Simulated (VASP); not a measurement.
# Li2S (Fm-3m) in VASP: single point with HSE06

Aim: the single point of Li2S with HSE06.

Everything below comes from runs of VASP 6.6.1. Logs are shortened: lines on timing, memory, paths and dates and some standing lists are left out, and cuts for length are marked.

## 1. Starting point

Symmetry: Fm-3m, No. 225, cubic system. The conventional cell has a = 5.653 Å, b = 5.653 Å, c = 5.653 Å, α = 90.00°, β = 90.00°, γ = 90.00°. Li (site symmetry -43m) is surrounded by 4 S at 2.45 Å. Around S (site symmetry m-3m) lie 8 Li at 2.45 Å.

The cell comes from a database or a generator and needn't be the stable form of this composition.

## 2. Single point, HSE06

File POSCAR:

```
Li2S
1.0
    0.0000000000      2.8263500000      2.8263500000
    2.8263500000      0.0000000000      2.8263500000
    2.8263500000      2.8263500000      0.0000000000
Li S
2 1
Direct
    0.7500000000      0.7500000000      0.7500000000
    0.2500000000      0.2500000000      0.2500000000
    0.0000000000      0.0000000000      0.0000000000
```

File INCAR.step1:

```
PREC = Accurate
ENCUT = 520
EDIFF = 1E-5
ISMEAR = 0
SIGMA = 0.02
LREAL = False
LASPH = True
NELM = 60
ALGO = Normal
ISIF = 2
LWAVE = True
GGA = PE
```

File INCAR.step2:

```
PREC = Accurate
ENCUT = 520
EDIFF = 1E-6
ISMEAR = 0
SIGMA = 0.02
LREAL = False
LASPH = True
NELM = 60
ALGO = Normal
ISIF = 2
LWAVE = False
LCHARG = True
GGA = PE
LHFCALC = True
HFSCREEN = 0.2
PRECFOCK = Fast
LELF = True
LVHAR = True
ISTART = 1
```

File KPOINTS:

```
Automatic mesh
0
Gamma
  6 6 6
```

Potentials or basis: VASP PAW PBE potentials, release 64 (Li_sv, S).

On the command line:

```sh
$ cat potpaw_PBE.64/Li_sv/POTCAR potpaw_PBE.64/S/POTCAR > POTCAR
$ cp INCAR.step1 INCAR
$ mpirun -np 1 vasp_std > vasp.out
$ cp INCAR.step2 INCAR
$ mpirun -np 1 vasp_std > vasp.out
```

OUTCAR:

```text
PREC = Accurate
   ENCUT = 520
   EDIFF = 1E-6
   ISMEAR = 0
   LREAL = False
   LASPH = True
   NELM = 60
   ISIF = 2
   GGA = PE
   LHFCALC = True
   HFSCREEN = 0.2
   PRECFOCK = Fast
   ISTART = 1

 ion  position               nearest neighbor table
   1  0.750  0.750  0.750-   3 2.45   3 2.45   3 2.45   3 2.45
   2  0.250  0.250  0.250-   3 2.45   3 2.45   3 2.45   3 2.45
   3  0.000  0.000  0.000-   1 2.45   2 2.45   1 2.45   1 2.45   1 2.45   2 2.45   2 2.45   2 2.45

  LATTYP: Found a face centered cubic cell.
 ALAT       =     5.6527000000

  Lattice vectors:

 A1 = (   0.0000000000,   2.8263500000,   2.8263500000)
 A2 = (   2.8263500000,   0.0000000000,   2.8263500000)
 A3 = (   2.8263500000,   2.8263500000,   0.0000000000)

Analysis of symmetry for initial positions (statically):
=====================================================================
 Subroutine PRICEL returns:
 Original cell was already a primitive cell.

 Routine SETGRP: Setting up the symmetry group for a
 face centered cubic supercell.

 Subroutine GETGRP returns: Found 48 space group operations
 (whereof 48 operations were pure point group operations)
 out of a pool of 48 trial point group operations.

The static configuration has the point symmetry O_h .

Analysis of symmetry for dynamics (positions and initial velocities):
=====================================================================
 Subroutine PRICEL returns:
 Original cell was already a primitive cell.

 Routine SETGRP: Setting up the symmetry group for a
 face centered cubic supercell.

 Subroutine GETGRP returns: Found 48 space group operations
 (whereof 48 operations were pure point group operations)
 out of a pool of 48 trial point group operations.

The dynamic configuration has the point symmetry O_h .

 Subroutine INISYM returns: Found 48 space group operations
 (whereof 48 operations are pure point group operations),
 and found     1 'primitive' translations

----------------------------------------------------------------------------------------

                                     Primitive cell

  volume of cell :      45.1552

  direct lattice vectors                    reciprocal lattice vectors
     0.000000000  2.826350000  2.826350000    -0.176906611  0.176906611  0.176906611
     2.826350000  0.000000000  2.826350000     0.176906611 -0.176906611  0.176906611
     2.826350000  2.826350000  0.000000000     0.176906611  0.176906611 -0.176906611

  length of vectors
     3.997062502  3.997062502  3.997062502     0.306411238  0.306411238  0.306411238

  position of ions in fractional coordinates (direct lattice)
     0.750000000  0.750000000  0.750000000
     0.250000000  0.250000000  0.250000000
     0.000000000  0.000000000  0.000000000

  ion indices of the primitive-cell ions
   primitive index   ion index
                 1           1
                 2           2
                 3           3

----------------------------------------------------------------------------------------

 KPOINTS: Automatic mesh

Automatic generation of k-mesh.
 Grid dimensions read from file:
 generate k-points for:    6    6    6

 Generating k-lattice:

  Cartesian coordinates                     Fractional coordinates (reciprocal lattice)
    -0.029484435  0.029484435  0.029484435     0.166666667  0.000000000  0.000000000
     0.029484435 -0.029484435  0.029484435     0.000000000  0.166666667  0.000000000
     0.029484435  0.029484435 -0.029484435     0.000000000  0.000000000  0.166666667

  Length of vectors
     0.051068540  0.051068540  0.051068540

  Shift w.r.t. Gamma in fractional coordinates (k-lattice)
     0.000000000  0.000000000  0.000000000

 Subroutine IBZKPT returns following result:
 ===========================================

 Found     16 irreducible k-points:

 Following reciprocal coordinates:
            Coordinates               Weight
  0.000000  0.000000  0.000000      1.000000
  0.166667  0.000000  0.000000      8.000000
  0.333333  0.000000  0.000000      8.000000
  0.500000  0.000000  0.000000      4.000000
  0.166667  0.166667  0.000000      6.000000
  0.333333  0.166667  0.000000     24.000000
[... 8 lines left out ...]
 -0.333333  0.333333  0.166667     24.000000
 -0.333333  0.500000  0.166667     12.000000
   k-points           NKPTS =     16   k-points in BZ     NKDIM =    216   number of bands    NBANDS=     10
   number of dos      NEDOS =    301   number of ions     NIONS =      3
   total plane-waves  NPLWV =  27000
   dimension x,y,z NGX =    30 NGY =   30 NGZ =   30
   dimension x,y,z NGXF=    60 NGYF=   60 NGZF=   60
   ions per type =               2   1
   NGX,Y,Z   is equivalent  to a cutoff of  12.48, 12.48, 12.48 a.u.
   NGXF,Y,Z  is equivalent  to a cutoff of  24.96, 24.96, 24.96 a.u.
 SYSTEM =  unknown system
   PREC   = accura    normal or accurate (medium, high low for compatibility)
   ISTART =      1    job   : 0-new  1-cont  2-samecut
   ICHARG =      0    charge: 1-file 2-atom 10-const
   ISPIN  =      1    spin polarized calculation?
   LNONCOLLINEAR =      F non collinear calculations
   LSORBIT =      F    spin-orbit coupling
   LASPH  =      T    aspherical Exc in radial PAW
   ENCUT  =  520.0 eV  38.22 Ry    6.18 a.u.   7.43  7.43  7.43*2*pi/ulx,y,z
   NELM   =     60;   NELMIN=  2; NELMDL=  0     # of ELM steps
   EDIFF  = 0.1E-05   stopping-criterion for ELM
   LREAL  =      F    real-space projection
   EDIFFG = 0.1E-04   stopping-criterion for IOM
   NSW    =      0    number of steps for IOM
   IBRION =     -1    ionic relax: 0-MD 1-quasi-New 2-CG
   NFREE  =      0    steps in history (QN), initial steepest desc. (CG)
   ISIF   =      2    stress and relaxation
   ISYM   =      3    0-nonsym 1-usesym 2-fastsym
   POTIM  = 0.5000    time-step for ionic-motion
   TEBEG  =    0.0;   TEEND  =   0.0 temperature during run
   PSTRESS=    0.0 pullay stress
   NELECT =      12.0000    total number of electrons
   NUPDOWN=      -1.0000    fix difference up-down
   EMIN   =  10.00;   EMAX   =-10.00  energy-range for DOS
   EFERMI =   0.00;   METHOD = LEGACY
   ISMEAR =     0;   SIGMA  =   0.02  broadening in eV -4-tet -1-fermi 0-gaus
   EFERMI_NEDOS =   21; number of points for ismear=-14 and -15
   IALGO  =     38    algorithm
   IMIX   =      1    mixing-type and parameters
     AMIX     =   0.40;   BMIX     =  1.00
     AMIX_MAG =   1.60;   BMIX_MAG =  1.00
  volume/ion in A,a.u.               =      15.05       101.57
  Fermi-wavevector in a.u.,A,eV,Ry     =   1.052526  1.988985 15.072670  1.107810
  Thomas-Fermi vector in A             =   2.187612
   LORBIT       =      0    0 simple, 1 ext, 2 COOP (PROOUT), +10 PAW based schemes
   GGA     = PE    functional components
   LHFCALC =     T    Hartree Fock is set to
   PRECFOCK=fast      Normal, Fast or Accurate (Low or Medium for compatibility)
   ENCUT4O =  -1.0   cutoff for four orbital integrals eV
   NKREDX  =     1    reduce k-point grid by
   NKREDY  =     1    reduce k-point grid by
   NKREDZ  =     1    reduce k-point grid by
   AEXX    =    0.2500 exact exchange contribution
   HFSCREEN=    0.2000 screening length (either q_TF or 0.3 A-1)
   HFSCREENC=   0.2000 screening length for correlation (either q_TF or 0.3 A-1)
   ENCUTFOCK=  -1.0 apply spherical cutoff to Coloumb kernel
   IVDW    =     0    specifies the selected vdW correction
   LEPSILON=     F    determine dielectric tensor
   LRPA    =     F    only Hartree local field effects (RPA)
 non-spin polarized calculation
 Gauss-broadening in eV      SIGMA  =   0.02
  energy-cutoff  :      520.00
  volume of cell :       45.16
 maximum number of plane-waves:      1243
 NGX is ok and might be reduce to    30
  NGX = 18; NGY = 18; NGZ = 18

 number of electron      12.0000004 magnetization

 Free energy of the ion-electron system (eV)
  ---------------------------------------------------
  ext. energy  EPLUGINS =         0.00000000
  ---------------------------------------------------
  free energy    TOTEN  =       -13.54376165 eV

  energy without entropy =      -13.54376165  energy(sigma->0) =      -13.54376165

 E-fermi :   1.0873     XC(G=0):  -7.1679

 val. band max:        0.8840520047   @ k =   0.0000   0.0000   0.0000
 cond. band min:       5.2203735959   @ k =   0.5000   0.5000   0.0000
 fundamental gap:      4.3363215912
 Fermi energy:         1.0873247162

 k-point     1 :       0.0000    0.0000    0.0000
  band No.  band energies     occupation
      1     -46.2298      2.00000
      2     -46.1816      2.00000
      3     -11.3692      2.00000
      4       0.8841      2.00000
      5       0.8841      2.00000
      6       0.8841      2.00000
      7       6.3632      0.00000
      8       8.3083      0.00000
      9       8.3083      0.00000
     10       8.3083      0.00000

 k-point     2 :       0.1667    0.0000    0.0000
  band No.  band energies     occupation
      1     -46.2263      2.00000
      2     -46.1844      2.00000
      3     -11.2530      2.00000
      4      -0.1595      2.00000
      5       0.7219      2.00000
      6       0.7219      2.00000
      7       7.0530      0.00000
      8       8.7095      0.00000
      9       8.7095      0.00000
     10       8.9794      0.00000

 k-point     3 :       0.3333    0.0000    0.0000
  band No.  band energies     occupation
      1     -46.2168      2.00000
      2     -46.1925      2.00000
      3     -10.9958      2.00000
      4      -1.7019      2.00000
      5       0.4402      2.00000
      6       0.4402      2.00000
      7       7.9029      0.00000
      8       8.8414      0.00000
      9       8.8414      0.00000
     10      10.1977      0.00000
[... 144 lines left out ...]
 k-point    15 :      -0.3333    0.3333    0.1667
  band No.  band energies     occupation
      1     -46.2040      2.00000
      2     -46.2039      2.00000
      3     -10.7297      2.00000
      4      -1.7565      2.00000
      5      -0.8561      2.00000
      6      -0.4215      2.00000
      7       7.6237      0.00000
      8       9.0948      0.00000
      9      11.2966      0.00000
     10      11.8455      0.00000

 k-point    16 :      -0.3333    0.5000    0.1667
  band No.  band energies     occupation
      1     -46.2080      2.00000
      2     -46.1997      2.00000
      3     -10.6904      2.00000
      4      -1.3795      2.00000
      5      -0.9737      2.00000
      6      -0.9499      2.00000
      7       6.5949      0.00000
      8      10.1454      0.00000
      9      10.6411      0.00000
     10      12.4689      0.00000

------------------------ aborting loop because EDIFF is reached ----------------------------------------

  FORCE on cell =-STRESS in cart. coord.  units (eV):
  Direction    XX          YY          ZZ          XY          YZ          ZX
  --------------------------------------------------------------------------------------
  -------------------------------------------------------------------------------------
  Total        0.1110559      0.1110559      0.1110559      0.0000000      0.0000000      0.0000000
  in kB        3.9404369      3.9404369      3.9404369      0.0000000      0.0000000      0.0000000
  external PRESSURE =       3.9404369 kB  Pullay stress =       0.0000000 kB

 VOLUME and BASIS-vectors are now :
 -----------------------------------------------------------------------------
  energy-cutoff  :      520.00
  volume of cell :       45.16
      direct lattice vectors                 reciprocal lattice vectors
     0.000000000  2.826350000  2.826350000    -0.176906611  0.176906611  0.176906611
     2.826350000  0.000000000  2.826350000     0.176906611 -0.176906611  0.176906611
     2.826350000  2.826350000  0.000000000     0.176906611  0.176906611 -0.176906611

 POSITION                                       TOTAL-FORCE (eV/Angst)
 -----------------------------------------------------------------------------------
      4.23953      4.23953      4.23953         0.000000     -0.000000     -0.000000
      1.41318      1.41318      1.41318        -0.000000     -0.000000      0.000000
      0.00000      0.00000      0.00000         0.000000      0.000000      0.000000
 -----------------------------------------------------------------------------------
    total drift:                               -0.000001     -0.000003     -0.000004

  FREE ENERGIE OF THE ION-ELECTRON SYSTEM (eV)
  ---------------------------------------------------
  free  energy   TOTEN  =       -13.5437616459 eV

  energy  without entropy=      -13.5437616459  energy(sigma->0) =      -13.54376165
```

Wall time 6.8 min (1 thread of Intel Xeon Platinum 8259CL at 2.50GHz (Skylake/Cascade Lake), shared host); peak memory 0.27 GiB.

Results:

* Free energy: -13.5438 eV
* Band gap on the k mesh: 4.34 eV, indirect (least direct gap 5.48 eV)

Levels at points of the mesh, in eV from the valence-band top:
```
           k point  band 4  band 5  band 6  band 7  band 8  band 9
(0.00, 0.00, 0.00)    0.00    0.00    0.00    5.48    7.42    7.42
(0.50, 0.00, 0.00)   -3.23   -0.57   -0.57    7.41    7.75    7.75
(0.50, 0.50, 0.00)   -2.46   -1.59   -1.59    4.34    8.34   12.74
```

Caveat: the cutoff is under 1.25 times the usual one of these potentials, so pressure, stress and relaxed cells hold a basis-set (Pulay) error; the PAW data sets were made with another functional, which shifts forces and pressure a little.
